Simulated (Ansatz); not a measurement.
# Structures of GeS3: which is lowest?

Plane-wave DFT in Ansatz with scalar-relativistic PAW potentials, cutoff 500 eV, Γ-centred meshes chosen by cell and gap, Gaussian smearing with energies taken to zero width. Every cell was relaxed (cell and atoms) in a run of its own, within the symmetry of its start. Functional: r2SCAN.

Relaxed structures (starts from databases or built by putting these elements on another compound's sites):
A. Pm-3m, 4 atoms in the computed cell, a = 4.708 Å; sites (symmetry × multiplicity) Ge m-3m × 1, S 4/mm.m × 3; start: built
B. P6_3/mmc, 8 atoms in the computed cell, a = 5.323 Å, c = 7.025 Å; sites (symmetry × multiplicity) Ge -6m2 × 2, S mm2 × 6; start: built

**Question.** Rank them by energy. Could pressure change the order?

**Answer.**
```csv
structure,group,E − E(lowest) (meV/atom),V (Å³/atom),gap on mesh (eV)
B,P6_3/mmc,0.0,21.55,0.00
A,Pm-3m,43,26.09,0.00
```

B is lowest, 43 meV/atom under A. The lowest is also the densest of these, so pressure wouldn't bring one of the others in at first order. Other structures may lie lower than all of these, and vibrations aren't counted.